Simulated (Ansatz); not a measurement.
The system is CdS.

```
Cd S
1.0
     4.26117    0.00000    0.00000
    -2.13058    3.69028    0.00000
     0.00000    0.00000    5.80417
Cd S
1 1
Direct
  0.00000 0.00000 0.44269
  0.66667 0.33333 0.43431
```

Measurements of this composition are mostly on another form, of space group No. 186.

```yaml
Program: Ansatz 0.2.0
Task: relaxation of cell and atoms
Functional: revPBE
Dispersion: D4
Potentials_or_basis: Ansatz PAW
Cutoff: "420 eV (not typed: the program's choice for these potentials)"
k_mesh: 7 × 7 × 5
Occupations: fermi-dirac, width 0.05 eV
Spin: no spin polarisation
```

At the start: volume 45.64 Å³/atom.

Problem. How do energy, volume and symmetry change on relaxing?

Solution. It ends after 20 steps and the volume is 20.42 Å³/atom (-55.3 %); space group P-6m2 (No. 187, to 0.05 Å).

Step by step:
```csv
step,energy change (eV),largest force (eV/Å),volume (Å³)
1,0.0000,0.0001,91.27
2,-0.0041,0.0034,89.59
3,-0.0132,0.0113,84.74
4,-0.0282,0.0163,80.27
5,-0.0483,0.0188,76.34
6,-0.0691,0.0288,71.68
7,-0.0909,0.0414,67.16
8,-0.1089,0.0608,62.91
9,-0.1120,0.1105,58.49
10,-0.1359,0.1195,59.32
11,-0.1590,0.0312,58.87
12,-0.1908,0.0683,54.57
13,-0.2174,0.0534,50.71
14,-0.2607,0.1961,46.54
15,-0.3313,0.1949,44.29
16,-0.3732,0.1981,40.11
17,-0.3777,0.1691,40.96
18,-0.4132,0.0168,40.88
19,-0.4137,0.0024,40.84
20,-0.4107,0.0024,40.84
```

Final structure:
```
Cd S
1.0
     3.71047    0.00000    0.00000
    -1.85524    3.21337    0.00000
     0.00000    0.00000    3.42499
Cd S
1 1
Direct
  0.00000 0.00000 0.68874
  0.66667 0.33333 0.18826
```

Caveat: the volume moved by over 15 % at a fixed basis, so the end points are rough; the plane-wave basis is chosen anew once the cell has moved, so the energies of steps on either side of that aren't comparable; pairwise dispersion overbinds metals, which lowers pressure and volume; the PAW data sets come from PBE, with cores solved anew for the run's functional, which leaves a small shift of forces and pressure.
